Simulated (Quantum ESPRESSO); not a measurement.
# BaTe under changes of volume

One of the cells (39.652 Å³/atom); the others are scaled copies at fixed shape and fractional positions:

```
Ba Te
1.0
     0.00000    3.41000    3.41000
     3.41000    0.00000    3.41000
     3.41000    3.41000    0.00000
Ba Te
1 1
Direct
  0.00000 0.00000 0.00000
  0.50000 0.50000 0.50000
```

```yaml
Program: Quantum ESPRESSO 7.5
Functional: LDA
Potentials_or_basis: GBRV 1.5 LDA
Cutoff: 612 eV
Density_cutoff: 4898 eV
k_mesh: 7 × 7 × 7
Occupations: fermi-dirac, width 0.05 eV
Spin: no spin polarisation
```

```csv
volume (Å³/atom),energy over the lowest point (meV/atom),pressure (GPa),gap on the mesh (eV)
37.273,?,?,?
38.066,20.50,2.7,1.20
38.859,9.46,1.7,1.26
39.652,2.78,0.9,1.31
40.445,0.00,0.2,1.36
41.238,0.76,-0.5,1.40
42.031,4.68,-1.1,1.44
```

**Question.** What does the run at 37.273 Å³/atom give?

**Answer.** Energy over the lowest point 36.42 meV/atom; pressure 3.7 GPa; gap on the mesh 1.15 eV.

Worked out: A Birch-Murnaghan fit of order 3 (a polynomial in V^(-2/3)) to the other rows has its minimum at 40.66 Å³/atom with B0 = V·E''(V) = 35 GPa and B' = 4.4. It gives 36.38 meV/atom at 37.273 Å³/atom, against the run's 36.42, and -dE/dV = 3.7 GPa, against 3.7. A straight line through the other rows of the gap, of slope 2.41 eV per unit of ln V, extrapolates to 1.16 eV, against the run's 1.15.

Energies are extrapolated to zero smearing.

Caveats: spin-orbit coupling is left out, which moves the levels of the heavy elements; an odd mesh through Γ misses points on the zone boundary, where band edges often lie.
